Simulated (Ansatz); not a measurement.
Starting cell, CsPbI3 (cubic perovskite):

```yaml
crystal:
  lattice:
    - [6.39047, 0.00000, 0.00000]
    - [0.00000, 6.39047, 0.00000]
    - [0.00000, 0.00000, 6.39047]
  atoms:
    - { symbol: Cs, position: [0.00000, 0.00000, 0.00000] }
    - { symbol: Pb, position: [0.50000, 0.50000, 0.50000] }
    - { symbol: I, position: [0.00000, 0.50000, 0.50000] }
    - { symbol: I, position: [0.50000, 0.50000, 0.00000] }
    - { symbol: I, position: [0.50000, 0.00000, 0.50000] }
```

In this cell atom 4 (I, nearest neighbour Pb at 3.195 Å; its periodic images, 6.4 Å or more away, move with it) is moved by s along Cartesian [110], unit vector (0.707, 0.707, 0.000); all other atoms and the cell stay fixed.

The numbers are results of PBE (plane waves to 420 eV, PAW, scalar-relativistic; Ansatz, an electronic-structure program), not measurements. k mesh 4×4×4 (Γ-centred), Fermi-Dirac smearing 0.05 eV. The energy includes the smearing's −TS. On this mesh the relaxed cell isn't quite at rest: it carries a pressure of 0.1 GPa (compression positive) at the zero of the scan. CsPbI3 was relaxed with its symmetry unable to fall. Spin-orbit coupling is left out, though I and Pb are heavy. This is a high-temperature form of CsPbI3. ΔE is measured from the undisplaced structure.

```csv
s (Å),ΔE (meV/cell)
-0.960,181.0
-0.768,81.9
-0.576,30.9
-0.384,withheld
-0.192,1.3
0.000,0.0
0.192,1.3
0.384,withheld
0.576,30.9
0.768,81.9
0.960,181.0
```

Question: Fit an even polynomial form (powers 2, 4, 6) to the given rows and predict ΔE at s = -0.384.

Answer: Least squares on the 9 given rows: ΔE = (32.38)·s² + (185.3)·s⁴ + (-7.937)·s⁶, in meV/cell with s in Å; root-mean-square residual 0.07 meV/cell. At -0.384 the fit gives 8.8 meV/cell; the calculation gives 8.6 meV/cell, so the interpolation is off by 0.2 (+2.3 %). The quadratic term alone would give 4.8 meV/cell.

(A displaced cell: forces are minus the slopes of the energy, force constants its curvatures, and phonons follow from these.)
